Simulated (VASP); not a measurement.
## RuS2 (Laurite) under changes of volume

One of the cells (14.587 Å³/atom); the others are scaled copies at fixed shape and fractional positions:

```
Ru S
1.0
     5.59390    0.00000    0.00000
     0.00000    5.59390    0.00000
     0.00000    0.00000    5.59390
Ru S
4 8
Direct
  0.00000 0.50000 0.50000
  0.50000 0.50000 0.00000
  0.50000 0.00000 0.50000
  0.00000 0.00000 0.00000
  0.38700 0.11300 0.88700
  0.11300 0.88700 0.38700
  0.88700 0.38700 0.11300
  0.61300 0.61300 0.61300
  0.61300 0.88700 0.11300
  0.88700 0.11300 0.61300
  0.11300 0.61300 0.88700
  0.38700 0.38700 0.38700
```

- Program: VASP 6.6.1
- Functional: PBE
- Dispersion: D3(BJ)
- Potentials or basis: VASP PAW PBE potentials, release 64 (Ru_pv, S)
- Cutoff: 520 eV
- k mesh: 4 × 4 × 4
- Occupations: gaussian, width 0.02 eV
- Spin: no spin polarisation

| volume (Å³/atom) | energy over the lowest point (meV/atom) | pressure (GPa) | gap on the mesh (eV) | largest force (eV/Å) |
| --- | --- | --- | --- | --- |
| 14.003 | ? | ? | ? | ? |
| 14.295 | 3.67 | 4.0 | 0.60 | 0.007 |
| 14.587 | 0.00 | 0.0 | 0.61 | 0.002 |
| 14.879 | 3.16 | -3.6 | 0.62 | 0.009 |
| 15.170 | 12.43 | -6.7 | 0.62 | 0.014 |

Task: What does the run at 14.003 Å³/atom give?

Result: Energy over the lowest point 15.09 meV/atom; pressure 8.5 GPa; gap on the mesh 0.59 eV; largest force 0.018 eV/Å.

Worked out: A Birch-Murnaghan fit of order 2 (a polynomial in V^(-2/3)) to the other rows has its minimum at 14.59 Å³/atom with B0 = V·E''(V) = 186 GPa at fixed shape and positions, which overstates the stiffness. It gives 14.87 meV/atom at 14.003 Å³/atom, against the run's 15.09, and -dE/dV = 8.4 GPa, against 8.5. A straight line through the other rows of the gap, of slope 0.355 eV per unit of ln V, extrapolates to 0.59 eV, against the run's 0.59.

Energies are extrapolated to zero smearing.

A mesh can miss the band edges. Spin-orbit coupling on Ru is left out.
